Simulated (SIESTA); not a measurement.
## ZrB2 under changes of volume

One of the cells (10.454 Å³/atom); the others are scaled copies at fixed shape and fractional positions:

```
Zr B
1.0
     3.19099    0.00000    0.00000
    -1.59550    2.76348    0.00000
     0.00000    0.00000    3.55640
Zr B
1 2
Direct
  0.00000 0.00000 0.00000
  0.66667 0.33333 0.50000
  0.33333 0.66667 0.50000
```

| Item | Value |
| --- | --- |
| Program | SIESTA 5.4.2 |
| Functional | PBEsol |
| Potentials or basis | PseudoDojo 0.4 standard (PBEsol files) |
| Basis | DZP (energy shift 0.003 Ry; two zetas on semicore shells) |
| Grid cutoff | 800 Ry |
| Energy shift | 0.003 Ry |
| k mesh | 10 × 10 × 8 |
| Occupations | fermi-dirac, width 0.05 eV |
| Spin | no spin polarisation |

```tsv
volume (Å³/atom)	energy over the lowest point (meV/atom)	pressure (GPa)
9.634	19.62	13.7
9.839	6.10	7.6
10.044	0.00	2.1
10.454	?	?
10.659	18.97	-11.3
10.864	35.90	-15.0
```

What does the run at 10.454 Å³/atom give?

Energy over the lowest point 7.01 meV/atom; pressure -7.3 GPa.

Worked out: A Birch-Murnaghan fit of order 3 (a polynomial in V^(-2/3)) to the other rows has its minimum at 10.13 Å³/atom with B0 = V·E''(V) = 246 GPa and B' = 3.9 at fixed shape and positions, which overstates the stiffness. It gives 7.00 meV/atom at 10.454 Å³/atom, against the run's 7.01, and -dE/dV = -7.3 GPa, against -7.3.

Energies are extrapolated to zero smearing.

Caveats: the basis of atomic orbitals isn't converged, which shifts pressures, moduli and gaps.
